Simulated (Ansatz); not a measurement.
Below is a relaxed structure of ZnS. The cell was found from a structure generator's guess, not taken from experiment.

Computed with Ansatz, DFT PBE, scalar-relativistic, plane waves, PAW. Cutoff 420 eV, Γ-centred mesh, Gaussian smearing, no spin polarisation.

```cif
data_structure
_symmetry_space_group_name_H-M 'P 1'
_symmetry_Int_Tables_number 1
_cell_length_a 9.6598
_cell_length_b 9.6598
_cell_length_c 3.9832
_cell_angle_alpha 90.000
_cell_angle_beta 90.000
_cell_angle_gamma 120.000
_cell_volume 321.88
loop_
_atom_site_label
_atom_site_type_symbol
_atom_site_fract_x
_atom_site_fract_y
_atom_site_fract_z
_atom_site_occupancy
Zn1 Zn 0.92873 0.46437 0.00000 1
Zn2 Zn 0.53563 0.46437 0.00000 1
Zn3 Zn 0.53563 0.07127 0.00000 1
S1 S 0.48986 0.97972 0.50000 1
S2 S 0.48986 0.51014 0.50000 1
S3 S 0.02028 0.51014 0.50000 1
```

Formation energies are uncorrected and refer to the elements' standard structures at the same level.

(1) Find its symmetry and describe it.

(2) What is its formation energy per atom?

(3) Is it a metal?

(4) From what recipe could a structure generator have reached it?

Answers

(1) P-6m2 (No. 187). Conventional cell: a = 9.660 Å, c = 3.983 Å. Around Zn lie 2 S at 2.13 Å; around S lie 2 Zn at 2.13 Å.

(2) −0.044 eV/atom. It lies below the elements, which doesn't yet make it stable against other compounds or structures.

(3) No, the gap on the 6×6×8 mesh is 1.08 eV.

(4) One such recipe: 4-connected net, two elements spread over the vertices (P-6m2, No. 187). Other recipes can lead to the same cell.

The last run used a 6×6×8 mesh (in the run's order of axes) for its 6-atom cell and Gaussian smearing of 0.02 eV. Weakly bound directions are ill-defined at this level, which has no dispersion term. Kohn–Sham gaps at this level usually fall short of measured ones. The reference form of S is held partly by dispersion forces, which this level lacks. A structure relaxed within its symmetry needn't be a true minimum.
